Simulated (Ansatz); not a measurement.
Input of an Ansatz 0.2.0 run:

File input.yaml:

```yaml
crystal:
  lattice:
    - [2.4705617809, 0.0, 0.0]
    - [-1.2352808905, 2.1395692639, 0.0]
    - [0.0, 0.0, 8.0882338]
  atoms:
    - { symbol: Co, position: [0.6666666667, 0.3333333333, 0.75], spin: 2.0 }
    - { symbol: Co, position: [0.0, 0.0, 0.5], spin: 2.0 }
    - { symbol: Co, position: [0.3333333333, 0.6666666667, 0.25], spin: 2.0 }
    - { symbol: Co, position: [0.0, 0.0, 0.0], spin: 2.0 }
hamiltonian:
  xc: rpbe
  pseudopotentials: { kind: paw }
magnetization:
  spin_polarized: true
kpoints:
  mp_grid: { grid: [12, 12, 4] }
  band_path:
    path:
      - [[0.0, 0.0, 0.0], [0.5, 0.0, 0.0], [0.3333333333, 0.3333333333, 0.0], [0.0, 0.0, 0.0], [0.0, 0.0, 0.5], [0.5, 0.0, 0.5], [0.3333333333, 0.3333333333, 0.5], [0.0, 0.0, 0.5]]
      - [[0.5, 0.0, 0.5], [0.5, 0.0, 0.0]]
      - [[0.3333333333, 0.3333333333, 0.0], [0.3333333333, 0.3333333333, 0.5]]
    npoints: 14
scf:
  occupations: { method: fermi_dirac, width: 0.05 }
  n_extra_bands: 10
output:
  forces: true
  stress: true
  eigenvalues: true
  fatbands: true
```

Potentials or basis: Ansatz PAW.

Command:

```sh
$ ansatz run input.yaml --threads 2 --pin off --max-ram 5632MiB --backend cpu --events-out ev --progress --plain --runs-dir out
```

(1) What does it give for the site moments?

(2) Estimate the net moment.

Results:

(1) Co +1.75, +1.73 μB.

(2) 6.66 μB per cell.
